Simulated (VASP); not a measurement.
# GaAs: single point with PBEsol+D3(BJ)

**What was measured.**

“Evidence of valence band perturbations in GaAsN/GaAs(001): A combined variable-angle spectroscopic ellipsometry and modulated photoreflectance investigation”, 2008, arxiv:0805.2212 reports, for a bulk crystal of GaAs at 300 K: band gap 1.412 ± 0.01 eV (direct).

GaAs:

```
As Ga
1.0
     0.00000    2.86405    2.86405
     2.86405    0.00000    2.86405
     2.86405    2.86405    0.00000
As Ga
1 1
Direct
  0.75000 0.75000 0.75000
  0.00000 0.00000 0.00000
```

```json
{
 "Program": "VASP 6.6.1",
 "Task": "single point",
 "Functional": "PBEsol",
 "Dispersion": "D3(BJ)",
 "Potentials or basis": "VASP PAW PBE potentials, release 64 (As, Ga_d)",
 "Cutoff": "520 eV",
 "k mesh": "8 × 8 × 8",
 "Occupations": "fermi-dirac, width 0.05 eV",
 "Spin": "no spin polarisation"
}
```

- Pressure: -4.1 GPa
- Band gap on the k mesh: 0.17 eV, direct
- Dispersion energy per atom: -0.288 eV

Levels at points of the mesh, in eV from the valence-band top:
| k point | band 7 | band 8 | band 9 | band 10 | band 11 | band 12 |
| --- | --- | --- | --- | --- | --- | --- |
| (0.00, 0.00, 0.00) | 0.00 | 0.00 | 0.00 | 0.17 | 3.68 | 3.68 |
| (0.50, 0.00, 0.00) | -6.47 | -1.09 | -1.09 | 0.82 | 4.57 | 4.57 |
| (0.50, 0.50, 0.00) | -6.67 | -2.56 | -2.56 | 1.42 | 1.59 | 9.82 |

It took 14 s on 1 thread of Intel(R) Xeon(R) 6975P-C (Granite Rapids), with other jobs on the host, peak memory 0.17 GiB.

A measured gap of GaAs is 1.412 eV (direct; 300 K; “Evidence of valence band perturbations in GaAsN/GaAs(001): A combined variable-angle spectroscopic ellipsometry and modulated photoreflectance investigation”, 2008, arxiv:0805.2212); the calculated 0.17 eV misses it by -1.25 eV. So large a miss can be the level of theory's own, or it may mean another phase, state or a wrong row. 3 values of this kind are on record (1.412 to 1.51 eV); this one was drawn at random among those near their median, those with a stated uncertainty first. Spin-orbit coupling on As, Ga is left out. The value is that of PBEsol+D3(BJ), without temperature or zero-point motion. Semilocal functionals fall short of measured gaps as a rule.

Caveat: the PAW data sets were made with another functional, which shifts forces and pressure a little.
